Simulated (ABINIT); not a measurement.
# CdF2 (Fm-3m) in ABINIT: further runs

The runs below take CdF2 through band structure, with PBEsol, rPW86PBE, HCTH407.

Program: ABINIT 10.8.3 (patched build). These are calculated values, not measurements. Logs are shortened: lines on timing, memory, paths and dates and some standing lists are left out, and cuts for length are marked. The log counts tension as positive stress, the text compression.

### Step 1. The crystal as given

Symmetry: Fm-3m, No. 225, cubic system. The conventional cell has a = 5.388 Å, b = 5.388 Å, c = 5.388 Å, α = 90.00°, β = 90.00°, γ = 90.00°. Cd (site symmetry m-3m) has 8 F at 2.33 Å as nearest neighbours. Around F (site symmetry -43m) lie 4 Cd at 2.33 Å.

### Step 2. Band structure, PBEsol

File run.abi:

```
# Datasets: ground state, then fixed potential
ndtset 2

# Pseudopotentials
pp_dirpath "./"
pseudos "Cd.GGA_PBE-JTH.xml, F.GGA_PBE-JTH.xml"

# Structure
acell 3.809891337 3.809891337 3.809891337 Angstrom
rprim
     0.0000000000     0.7071067812     0.7071067812
     0.7071067812     0.0000000000     0.7071067812
     0.7071067812     0.7071067812     0.0000000000
ntypat 2
znucl 48 9
natom 3
typat 1 2 2
xred
     0.0000000000     0.0000000000     0.0000000000
     0.7500000000     0.7500000000     0.7500000000
     0.2500000000     0.2500000000     0.2500000000

# Plane-wave basis
ecut 23.0
pawecutdg 45.0

# Exchange and correlation
ixc -116133

# Bands and occupations
occopt 3
tsmear 0.05 eV

# SCF cycle
nstep 100

# Output
iomode 3
prtwf 0
prteig 0
prtebands 0
enunit 1
prtden1 1

# Dataset 1
kptopt1 1
ngkpt1 9 9 9
nshiftk1 1
shiftk1 0.0 0.0 0.0
nband1 17
tolvrs1 1.0e-9

# Dataset 2: bands along G-X-W-K-G-L-U-W-L-K
iscf2 -2
getden2 1
nband2 21
nbdbuf2 2
tolwfr2 1.0e-12
kptopt2 -9
ndivsm2 5
prteig2 1
prtvol2 -3
kptbounds2
     0.0000000000     0.0000000000     0.0000000000
     0.5000000000     0.0000000000     0.5000000000
     0.5000000000     0.2500000000     0.7500000000
     0.3750000000     0.3750000000     0.7500000000
     0.0000000000     0.0000000000     0.0000000000
     0.5000000000     0.5000000000     0.5000000000
     0.6250000000     0.2500000000     0.6250000000
     0.5000000000     0.2500000000     0.7500000000
     0.5000000000     0.5000000000     0.5000000000
     0.3750000000     0.3750000000     0.7500000000
```

Potentials or basis: JTH PAW PBE v2.0.

Run with:

```
$ abinit run.abi > log 2>&1
```

run.abo:

```text
.Version 10.8.3 of ABINIT
 DATASET    1 : space group Fm -3 m (#225); Bravais cF (face-center cubic)
================================================================================
 Values of the parameters that define the memory need for DATASET  1.
     intxc =       0    ionmov =       0      iscf =      17    lmnmax =      18
     lnmax =       6     mgfft =      32  mpssoang =       3    mqgrid =    3001
     natom =       3  nloc_mem =       2    nspden =       1   nspinor =       1
    nsppol =       1      nsym =      48    n1xccc =       1    ntypat =       2
    occopt =       3   xclevel =       2
       mpw =        1402          nfft =       32768          nkpt =          35
 PAW method is used; the additional fine FFT grid is defined by:
   mgfftf=        45    nfftf =     91125
================================================================================
================================================================================

 DATASET    2 : space group Fm -3 m (#225); Bravais cF (face-center cubic)
================================================================================
 Values of the parameters that define the memory need for DATASET  2.
     intxc =       0    ionmov =       0      iscf =      -2    lmnmax =      18
     lnmax =       6     mgfft =      32  mpssoang =       3    mqgrid =    3001
     natom =       3  nloc_mem =       2    nspden =       1   nspinor =       1
    nsppol =       1      nsym =      48    n1xccc =       1    ntypat =       2
    occopt =       3   xclevel =       2
       mpw =        1405          nfft =       32768          nkpt =          87
 PAW method is used; the additional fine FFT grid is defined by:
   mgfftf=        45    nfftf =     91125
================================================================================
================================================================================

--------------------------------------------------------------------------------
------------- Echo of variables that govern the present computation ------------
--------------------------------------------------------------------------------
 -outvars: echo values of preprocessed input variables --------
            acell      7.1996511964E+00  7.1996511964E+00  7.1996511964E+00 Bohr
              amu      1.12411000E+02  1.89984032E+01
             ecut      2.30000000E+01 Hartree
           enunit           1
           getden1          0
           getden2          1
             iscf1         17
             iscf2         -2
              ixc     -116133
           jdtset        1    2
           kptopt1          1
           kptopt2         -9
         kptrlatt        9    0    0      0    9    0      0    0    9
          kptrlen1     6.47968608E+01
          kptrlen2     3.00000000E+01
            natom           3
            nband1         17
            nband2         21
           nbdbuf1          0
           nbdbuf2          2
           ndtset           2
           ndivsm1          0
           ndivsm2          5
            ngfft          32      32      32
          ngfftdg          45      45      45
             nkpt1         35
             nkpt2         87
            nstep         100
             nsym          48
           ntypat           2
           occopt           3
        pawecutdg      4.50000000E+01 Hartree
         pawxcdev           0
        prtebands           0
           prteig1          0
           prteig2          1
           prtvol1          0
           prtvol2         -3
            prtwf           0
            rprim      0.0000000000E+00  7.0710678120E-01  7.0710678120E-01
                       7.0710678120E-01  0.0000000000E+00  7.0710678120E-01
                       7.0710678120E-01  7.0710678120E-01  0.0000000000E+00
           shiftk1     0.00000000E+00  0.00000000E+00  0.00000000E+00
           shiftk2     5.00000000E-01  5.00000000E-01  5.00000000E-01
          spgroup         225
           tolvrs1     1.00000000E-09
           tolvrs2     0.00000000E+00
           tolwfr1     0.00000000E+00
[... 261 lines left out ...]
  9.76E-13  6.75E-13  5.80E-13  3.06E-13  7.12E-13
 -7.1731E-01 -6.7579E-01 -1.6202E-01 -1.6202E-01 -1.6202E-01 -1.1596E-01
 -1.1596E-01  7.4195E-03  7.4195E-03  7.4195E-03  2.6900E-02  2.6900E-02
  2.6900E-02  1.5125E-01  5.0310E-01  5.0310E-01  5.0310E-01  5.5788E-01
  6.8402E-01  7.6793E-01  7.6793E-01
 Non-SCF case, kpt    2 (  0.03571  0.00000  0.03571), residuals and eigenvalues=
  1.02E-13  4.17E-13  4.03E-13  4.01E-13  7.92E-13  3.48E-13  7.59E-13  4.22E-13
  5.10E-13  5.10E-13  9.66E-14  5.51E-13  4.44E-13  6.77E-13  7.04E-13  2.29E-13
[... 671 lines left out ...]
  2.47E-13  3.25E-13  1.43E-13  5.77E-13  5.48E-13  3.69E-13  6.57E-13  1.10E-13
  9.39E-13  6.04E-13  6.99E-13  2.70E-13  2.87E-08
 -6.9619E-01 -6.9341E-01 -1.4597E-01 -1.3216E-01 -1.1955E-01 -1.1888E-01
 -1.1498E-01 -8.2062E-02 -4.6625E-02 -3.8457E-02  3.7941E-03  3.0868E-02
  3.6341E-02  3.3006E-01  4.2791E-01  4.5449E-01  5.5832E-01  5.7054E-01
  5.7387E-01  7.7418E-01  8.1336E-01
 Non-SCF case, kpt   87 (  0.37500  0.37500  0.75000), residuals and eigenvalues=
  4.04E-13  5.94E-13  9.80E-13  5.65E-13  8.93E-13  7.30E-13  4.09E-13  1.28E-13
  9.46E-13  7.81E-14  2.73E-13  3.19E-13  8.03E-13  9.87E-14  1.05E-13  5.25E-13
  7.44E-13  3.93E-13  8.19E-13  2.13E-13  1.16E-09
 -6.9673E-01 -6.9274E-01 -1.4702E-01 -1.3041E-01 -1.1935E-01 -1.1848E-01
 -1.1575E-01 -8.1476E-02 -5.0016E-02 -4.1536E-02  8.3498E-03  3.1188E-02
  3.7192E-02  3.3254E-01  4.3262E-01  4.4610E-01  5.5830E-01  5.6841E-01
  5.6953E-01  7.8850E-01  8.0444E-01

--- !ResultsGS
iteration_state: {dtset: 2, }
comment   : Summary of ground state results
lattice_vectors:
- [  0.0000000,   5.0909222,   5.0909222, ]
- [  5.0909222,   0.0000000,   5.0909222, ]
- [  5.0909222,   5.0909222,   0.0000000, ]
lattice_lengths: [   7.19965,    7.19965,    7.19965, ]
lattice_angles: [ 60.000,  60.000,  60.000, ] # degrees, (23, 13, 12)
lattice_volume:   2.6388784E+02
convergence: {deltae:  0.000E+00, res2:  0.000E+00, residm:  9.995E-13, diffor:  0.000E+00, }
etotal    :  -9.62601625E+01
entropy   :   0.00000000E+00
fermie    :   9.95340852E-02
cartesian_stress_tensor: null
pressure_GPa: null
xred      :
- [  0.0000E+00,   0.0000E+00,   0.0000E+00, Cd]
- [  7.5000E-01,   7.5000E-01,   7.5000E-01,  F]
- [  2.5000E-01,   2.5000E-01,   2.5000E-01,  F]
cartesian_forces: null
force_length_stats: {min: null, max: null, mean: null, }
...

 Integrated electronic density in atomic spheres:
 ------------------------------------------------
 Atom  Sphere_radius  Integrated_density
    1        2.50234         10.27537532
    2        1.40289          5.64191242
    3        1.40289          5.64191242

================================================================================

 ----iterations are completed or convergence reached----

 Mean square residual over all n,k,spin=   43.898E-14; max=  99.954E-14
 reduced coordinates (array xred) for    3 atoms
       0.000000000000      0.000000000000      0.000000000000
       0.750000000000      0.750000000000      0.750000000000
       0.250000000000      0.250000000000      0.250000000000

 cartesian coordinates (angstrom) at end:
    1      0.00000000000000     0.00000000000000     0.00000000000000
    2      4.04100000004175     4.04100000004175     4.04100000004175
    3      1.34700000001392     1.34700000001392     1.34700000001392
 length scales=  7.199651196399  7.199651196399  7.199651196399 bohr
              =  3.809891337000  3.809891337000  3.809891337000 angstroms
 Eigenvalues (   eV  ) for nkpt=  87  k points:
 kpt#   1, nband= 21, wtk=  1.00000, kpt=  0.0000  0.0000  0.0000 (reduced coord)
 -19.51898  -18.38925   -4.40870   -4.40870   -4.40870   -3.15549   -3.15549    0.20189
   0.20189    0.20189    0.73198    0.73198    0.73198    4.11586   13.69011   13.69011
  13.69011   15.18069   18.61306   20.89636   20.89636
 kpt#   2, nband= 21, wtk=  1.00000, kpt=  0.0357  0.0000  0.0357 (reduced coord)
 -19.51330  -18.39418   -4.40151   -4.40151   -4.39056   -3.16197   -3.15400    0.14334
   0.18436    0.18436    0.73164    0.73245    0.73245    4.18631   13.59772   13.71400
  13.71400   15.18220   18.74896   20.78270   20.90552
 kpt#   3, nband= 21, wtk=  1.00000, kpt=  0.0714  0.0000  0.0714 (reduced coord)
 -19.49657  -18.40870   -4.37996   -4.37996   -4.33694   -3.18205   -3.14958   -0.01833
   0.13019    0.13019    0.73057    0.73628    0.73628    4.38458   13.35241   13.78392
  13.78392   15.18517   19.08840   20.51294   20.93298
 kpt#   4, nband= 21, wtk=  1.00000, kpt=  0.1071  0.0000  0.1071 (reduced coord)
 -19.46949  -18.43196   -4.34408   -4.34408   -4.25010   -3.21710   -3.14247   -0.25005
   0.03695    0.03695    0.72876    0.74820    0.74820    4.68119   13.01891   13.89490
  13.89490   15.18792   19.29343   20.42836   20.97854
 kpt#   5, nband= 21, wtk=  1.00000, kpt=  0.1429  0.0000  0.1429 (reduced coord)
[... 317 lines left out ...]
  -1.05516   -0.94260   -0.12973    0.81332    0.93289    8.74343   11.05357   13.35477
  15.19395   15.54509   16.13909   20.30312   22.68284
 kpt#  85, nband= 21, wtk=  1.00000, kpt=  0.4028  0.4028  0.6944 (reduced coord)
 -18.93518  -18.88289   -3.95286   -3.67229   -3.26997   -3.22164   -3.07825   -2.22788
  -1.16356   -0.97895   -0.01767    0.82730    0.96183    8.87149   11.34009   12.84431
  15.19331   15.54004   15.83837   20.66991   22.40202
 kpt#  86, nband= 21, wtk=  1.00000, kpt=  0.3889  0.3889  0.7222 (reduced coord)
 -18.94424  -18.86855   -3.97212   -3.59630   -3.25318   -3.23483   -3.12870   -2.23301
  -1.26873   -1.04646    0.10324    0.83995    0.98890    8.98135   11.64406   12.36740
  15.19267   15.52509   15.61585   21.06639   22.13274
 kpt#  87, nband= 21, wtk=  1.00000, kpt=  0.3750  0.3750  0.7500 (reduced coord)
 -18.95894  -18.85042   -4.00057   -3.54866   -3.24761   -3.22405   -3.14967   -2.21707
  -1.36099   -1.13026    0.22721    0.84868    1.01203    9.04898   11.77230   12.13892
  15.19200   15.46719   15.49780   21.45606   21.89001

== END DATASET(S) ==============================================================
================================================================================

 -outvars: echo values of variables after computation  --------
            acell      7.1996511964E+00  7.1996511964E+00  7.1996511964E+00 Bohr
           etotal1    -9.6260162488E+01
            fcart1    -5.5094905661E-31  6.8868632076E-32  4.1321179246E-31
                       6.8868632076E-31 -1.3773726415E-31 -4.1321179246E-31
                      -1.3773726415E-31  6.8868632076E-32  0.0000000000E+00
            rprim      0.0000000000E+00  7.0710678120E-01  7.0710678120E-01
                       7.0710678120E-01  0.0000000000E+00  7.0710678120E-01
                       7.0710678120E-01  7.0710678120E-01  0.0000000000E+00
           strten1     1.6172648704E-05  1.6172648704E-05  1.6172648704E-05
                       0.0000000000E+00  0.0000000000E+00  0.0000000000E+00
           xangst      0.0000000000E+00  0.0000000000E+00  0.0000000000E+00
                       4.0410000000E+00  4.0410000000E+00  4.0410000000E+00
                       1.3470000000E+00  1.3470000000E+00  1.3470000000E+00
             xred      0.0000000000E+00  0.0000000000E+00  0.0000000000E+00
                       7.5000000000E-01  7.5000000000E-01  7.5000000000E-01
                       2.5000000000E-01  2.5000000000E-01  2.5000000000E-01
 Calculation completed.
```

Run time: 1.8 min. Hardware: 1 thread of Arm Neoverse V1, shared host; peak memory 0.14 GiB.

What came out:

| Property | Result |
| --- | --- |
| Free energy | -2619.3725 eV |
| Pressure | -0.5 GPa |
| Band gap on the k mesh | 2.93 eV, indirect (least direct gap 3.38 eV) |
| Band gap along the path | 2.90 eV, indirect (least direct gap 3.38 eV) |
| Valence electrons inside the program's atomic spheres | Cd 10.28; F 5.64 |

Levels at the corners of the path, in eV from the valence-band top:
```csv
point,band 11,band 12,band 13,band 14,band 15,band 16
Γ,-0.48,-0.48,-0.48,2.90,12.48,12.48
X,-0.53,-0.09,-0.09,7.88,9.47,11.71
W,-1.56,-0.63,0.00,7.95,11.29,11.51
K,-0.98,-0.36,-0.20,7.84,10.56,10.93
Γ,-0.48,-0.48,-0.48,2.90,12.48,12.48
L,-1.89,-0.38,-0.38,7.06,8.96,13.98
U,-0.98,-0.36,-0.20,7.84,10.56,10.93
W,-1.56,-0.63,0.00,7.95,11.29,11.51
L,-1.89,-0.38,-0.38,7.06,8.96,13.98
K,-0.98,-0.36,-0.20,7.84,10.56,10.93
```

Caveat: the PAW data sets were made with another functional, which shifts forces and pressure a little. As with any semilocal functional, this PBEsol gap is likely too small.

### Step 3. Band structure, rPW86PBE

run.abi: that of step 2 with these lines changed.

```diff
@@ -1,5 +1,3 @@
-# Datasets: ground state, then fixed potential
 ndtset 2
 
-# Pseudopotentials
 pp_dirpath "./"
@@ -7,3 +5,2 @@
 
-# Structure
 acell 3.809891337 3.809891337 3.809891337 Angstrom
@@ -22,3 +19,2 @@
 
-# Plane-wave basis
 ecut 23.0
@@ -26,6 +22,4 @@
 
-# Exchange and correlation
-ixc -116133
+ixc -144130
 
-# Bands and occupations
 occopt 3
@@ -33,6 +27,4 @@
 
-# SCF cycle
 nstep 100
 
-# Output
 iomode 3
@@ -44,3 +36,2 @@
 
-# Dataset 1
 kptopt1 1
@@ -52,3 +43,2 @@
 
-# Dataset 2: bands along G-X-W-K-G-L-U-W-L-K
 iscf2 -2
@@ -59,3 +49,3 @@
 kptopt2 -9
-ndivsm2 5
+ndivsm2 8
 prteig2 1
```

Potentials or basis: JTH PAW PBE v2.0.

Run with:

```
$ abinit run.abi > log 2>&1
```

run.abo:

```text
.Version 10.8.3 of ABINIT
 DATASET    1 : space group Fm -3 m (#225); Bravais cF (face-center cubic)
================================================================================
 Values of the parameters that define the memory need for DATASET  1.
     intxc =       0    ionmov =       0      iscf =      17    lmnmax =      18
     lnmax =       6     mgfft =      32  mpssoang =       3    mqgrid =    3001
     natom =       3  nloc_mem =       2    nspden =       1   nspinor =       1
    nsppol =       1      nsym =      48    n1xccc =       1    ntypat =       2
    occopt =       3   xclevel =       2
       mpw =        1402          nfft =       32768          nkpt =          35
 PAW method is used; the additional fine FFT grid is defined by:
   mgfftf=        45    nfftf =     91125
================================================================================
================================================================================

 DATASET    2 : space group Fm -3 m (#225); Bravais cF (face-center cubic)
================================================================================
 Values of the parameters that define the memory need for DATASET  2.
     intxc =       0    ionmov =       0      iscf =      -2    lmnmax =      18
     lnmax =       6     mgfft =      32  mpssoang =       3    mqgrid =    3001
     natom =       3  nloc_mem =       2    nspden =       1   nspinor =       1
    nsppol =       1      nsym =      48    n1xccc =       1    ntypat =       2
    occopt =       3   xclevel =       2
       mpw =        1407          nfft =       32768          nkpt =         139
[... 2018 lines left out ...]
 -18.95096  -18.88453   -3.85098   -3.51702   -3.16692   -3.14612   -3.02400   -2.10266
  -1.11911   -0.91947    0.16396    0.91451    1.05407    9.00029   11.73427   12.68452
  15.72928   15.87181   19.76324   21.15762   22.50648
 kpt# 138, nband= 21, wtk=  1.00000, kpt=  0.3839  0.3839  0.7321 (reduced coord)
 -18.95862  -18.87422   -3.86650   -3.47731   -3.15431   -3.14726   -3.04981   -2.09988
  -1.18209   -0.96943    0.24148    0.92148    1.07012    9.05682   11.93072   12.40175
  15.71364   15.75404   19.76798   21.41335   22.33961
 kpt# 139, nband= 21, wtk=  1.00000, kpt=  0.3750  0.3750  0.7500 (reduced coord)
 -18.96845  -18.86249   -3.88400   -3.45179   -3.15845   -3.13715   -3.05388   -2.08879
  -1.23814   -1.02316    0.31919    0.92666    1.08423    9.09247   11.98359   12.29624
  15.66557   15.69277   19.77123   21.65790   22.18493

== END DATASET(S) ==============================================================
================================================================================

 -outvars: echo values of variables after computation  --------
            acell      7.1996511964E+00  7.1996511964E+00  7.1996511964E+00 Bohr
           etotal1    -9.6569586207E+01
            fcart1    -5.5094905661E-31 -1.6528471698E-30  5.5094905661E-31
                       5.2340160378E-30 -5.7849650944E-30  1.3773726415E-30
                      -4.6830669812E-30  7.4378122642E-30 -1.9283216981E-30
            rprim      0.0000000000E+00  7.0710678120E-01  7.0710678120E-01
                       7.0710678120E-01  0.0000000000E+00  7.0710678120E-01
                       7.0710678120E-01  7.0710678120E-01  0.0000000000E+00
           strten1    -2.5620247067E-04 -2.5620247067E-04 -2.5620247067E-04
                       0.0000000000E+00  0.0000000000E+00  0.0000000000E+00
           xangst      0.0000000000E+00  0.0000000000E+00  0.0000000000E+00
                       4.0410000000E+00  4.0410000000E+00  4.0410000000E+00
                       1.3470000000E+00  1.3470000000E+00  1.3470000000E+00
             xred      0.0000000000E+00  0.0000000000E+00  0.0000000000E+00
                       7.5000000000E-01  7.5000000000E-01  7.5000000000E-01
                       2.5000000000E-01  2.5000000000E-01  2.5000000000E-01
 Calculation completed.
```

Wall time 3 min (1 thread of Arm Neoverse V1, shared host); peak memory 0.17 GiB.

What came out:

```yaml
Free_energy: -2627.7923 eV
Pressure: 7.5 GPa
Band_gap_on_the_k_mesh: 3.01 eV, indirect (least direct gap 3.46 eV)
Band_gap_along_the_path: 2.98 eV, indirect (least direct gap 3.46 eV)
Valence_electrons_inside_the_program's_atomic_spheres: Cd 10.27; F 5.67
```

Levels at the corners of the path, in eV from the valence-band top:
| point | band 9 | band 10 | band 11 | band 12 | band 13 | band 14 | band 15 | band 16 | band 17 | band 18 |
| --- | --- | --- | --- | --- | --- | --- | --- | --- | --- | --- |
| Γ | -0.99 | -0.99 | -0.48 | -0.48 | -0.48 | 2.98 | 12.62 | 12.62 | 12.62 | 16.76 |
| X | -2.96 | -2.96 | -0.52 | -0.09 | -0.09 | 7.85 | 9.62 | 11.80 | 14.21 | 14.21 |
| W | -2.57 | -1.53 | -1.53 | -0.61 | 0.00 | 7.92 | 11.37 | 11.64 | 11.64 | 16.19 |
| K | -2.52 | -2.30 | -0.96 | -0.35 | -0.20 | 7.81 | 10.70 | 11.02 | 14.39 | 14.41 |
| Γ | -0.99 | -0.99 | -0.48 | -0.48 | -0.48 | 2.98 | 12.62 | 12.62 | 12.62 | 16.76 |
| L | -2.29 | -1.84 | -1.84 | -0.38 | -0.38 | 7.05 | 9.05 | 14.45 | 14.45 | 18.13 |
| U | -2.52 | -2.30 | -0.96 | -0.35 | -0.20 | 7.81 | 10.70 | 11.02 | 14.39 | 14.41 |
| W | -2.57 | -1.53 | -1.53 | -0.61 | 0.00 | 7.92 | 11.37 | 11.64 | 11.64 | 16.19 |
| L | -2.29 | -1.84 | -1.84 | -0.38 | -0.38 | 7.05 | 9.05 | 14.45 | 14.45 | 18.13 |
| K | -2.52 | -2.30 | -0.96 | -0.35 | -0.20 | 7.81 | 10.70 | 11.02 | 14.39 | 14.41 |

Caveat: the PAW data sets were made with another functional, which shifts forces and pressure a little.

[end of part 1 of 2]
